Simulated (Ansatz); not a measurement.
The system is BeTe.

```
Te Be
1.0
     0.00000    2.77000    2.77000
     2.77000    0.00000    2.77000
     2.77000    2.77000    0.00000
Te Be
1 1
Direct
  0.75000 0.75000 0.75000
  0.00000 0.00000 0.00000
```

Program: Ansatz 0.2.0. Alike in all runs: potentials or basis Ansatz PAW; cell as given; cutoff (eV) 420.

Task: Order these runs on this cell by their band gap on the k mesh, lowest first.
A. level PBEsol; spin SOC, no magnetisation; k mesh 6 × 6 × 6; smearing fermi-dirac 0.05 eV; points for each segment of the path 14
B. level LDA; spin off; k mesh 8 × 8 × 8; smearing gaussian 0.02 eV
C. level RPBE; spin off; k mesh 8 × 8 × 8; smearing fermi-dirac 0.05 eV; points for each segment of the path 14

Result: A (1.45 eV), B (1.77 eV), C (1.95 eV).

Caveats: spin-orbit coupling is left out, which moves the levels of the heavy elements (some runs).

A k mesh can miss the band edges.

Runs at the PBE level aren't shown here.
